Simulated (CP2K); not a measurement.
Crystal: Hf.

```
Hf
1.0
     3.19670    0.00000    0.00000
    -1.59835    2.76842    0.00000
     0.00000    0.00000    5.05780
Hf
2
Direct
  0.66667 0.33333 0.75000
  0.33333 0.66667 0.25000
```

Base run:

| Property | Result |
| --- | --- |
| Program | CP2K 2026.2 |
| Functional | PBE |
| Potentials or basis | POTENTIAL_UZH Hf GTH-PBE-q12; TZVP-MOLOPT-PBE-GTH basis |
| Density cutoff | 9184 eV |
| k mesh | 10 × 10 × 5 |
| Occupations | fermi-dirac, width 0.05 eV |
| Spin | no spin polarisation |

Its results: band gap on the k mesh none (metal or under the smearing width); pressure 0.8 GPa.

Problem. The run is repeated on the same cell with these changes: functional from PBE to vdW-DF2. What comes out?

Solution. Band gap on the k mesh none (metal or under the smearing width); pressure 5.7 GPa.

Caveats: the basis of atomic orbitals isn't converged, which shifts pressures, moduli and gaps; the potentials were made for another functional, which shifts forces and pressure (some runs).
